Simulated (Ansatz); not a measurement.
**W: a slab and its surfaces, (100), 6 layers**

Aim: cut a slab of W (100), 6 layers from the relaxed bulk, relax it, and get surface energy and work function. The runs shown use LAPW. Companion runs by PAW are cited. Its runs: bulk in the slab's orientation (LAPW); the reference run (LAPW); atoms relaxed (LAPW); no images along the normal (LAPW).

Program: Ansatz 0.2.0. Level of theory: DFT, LDA, all-electron LAPW, scalar-relativistic. These are calculated values, not measurements.

1 further run of the same task is left out (it didn't finish).

### Step 1. The structure to begin with

The structure is cubic, space group Im-3m (No. 229). Conventional cell: a = 3.135 Å, b = 3.135 Å, c = 3.135 Å, α = 90.00°, β = 90.00°, γ = 90.00°. W (site symmetry m-3m) is surrounded by 8 W at 2.71 Å.

Coordinates:

```cif
data_structure
_symmetry_space_group_name_H-M 'Im-3m'
_symmetry_Int_Tables_number 229
_cell_length_a 3.1348
_cell_length_b 3.1348
_cell_length_c 3.1348
_cell_angle_alpha 90.000
_cell_angle_beta 90.000
_cell_angle_gamma 90.000
_cell_volume 30.81
loop_
_atom_site_label
_atom_site_type_symbol
_atom_site_symmetry_multiplicity
_atom_site_Wyckoff_symbol
_atom_site_fract_x
_atom_site_fract_y
_atom_site_fract_z
_atom_site_occupancy
W1 W 2 a 0.00000 0.00000 0.00000 1
```

The file gives the conventional cell by its symmetry; the runs use the cell typed in the input.

Atoms are numbered in the order of the input: W1, W2.

### Step 2. Bulk in the slab's orientation, LAPW

The input, input.yaml:

```yaml
crystal:
  lattice:
    - [3.1348320013, 0.0, 0.0]
    - [0.0, 3.1348320013, 0.0]
    - [0.0, 0.0, 3.1348320013]
  atoms:
    - { symbol: W, position: [0.0, 0.0, 0.0] }
    - { symbol: W, position: [0.5, 0.5, 0.5] }
kpoints:
  mp_grid: { grid: [13, 13, 13] }
scf:
  occupations: { method: fermi_dirac, width: 0.08 }
hamiltonian:
  xc: lda
  pseudopotentials: { kind: all_electron, lapw: { basis_error: 0.001 } }
output:
  forces: true
  stress: true
  eigenvalues: true
```

Launch:

```bash
> ansatz run input.yaml --threads 2 --pin off --max-ram 4096MiB --backend cpu --events-out ev --progress --plain --runs-dir out
```

After this run come: Slab as cut, LAPW; Atoms relaxed, LAPW; No images along the normal, LAPW.

**Question.** What will these runs give? Wanted: surface energy; work function; outer layer spacing; core-level shifts among the layers (for each run or level that gives them).

As calculated:

| quantity | value |
| --- | --- |
| surface energy (LAPW, relaxed) | 4.41 J/m² |
| work function (LAPW, relaxed) | 4.44 eV |
| outer layer spacing (LAPW) | 1.57 → 1.38 Å |
| surface energy (PAW, relaxed) | 4.41 J/m² |
| work function (PAW, relaxed) | 4.44 eV |
| outer layer spacing (PAW) | 1.57 → 1.38 Å |
| core-level shifts among the layers (PAW holes) | W1 +0.00, W2 +0.38, W3 +0.35 eV |

In words: By LAPW the surface costs 4.71 J/m² as cut and 4.41 J/m² relaxed. The outermost spacing changes by -11.9 % (LAPW). The outermost spacing changes by -11.9 % (PAW). Thickness wasn't converged, and no reconstruction was sought. Spin-orbit coupling is left out, though the cell holds W; in elements this heavy it can shift bands and gaps by tenths of an eV.
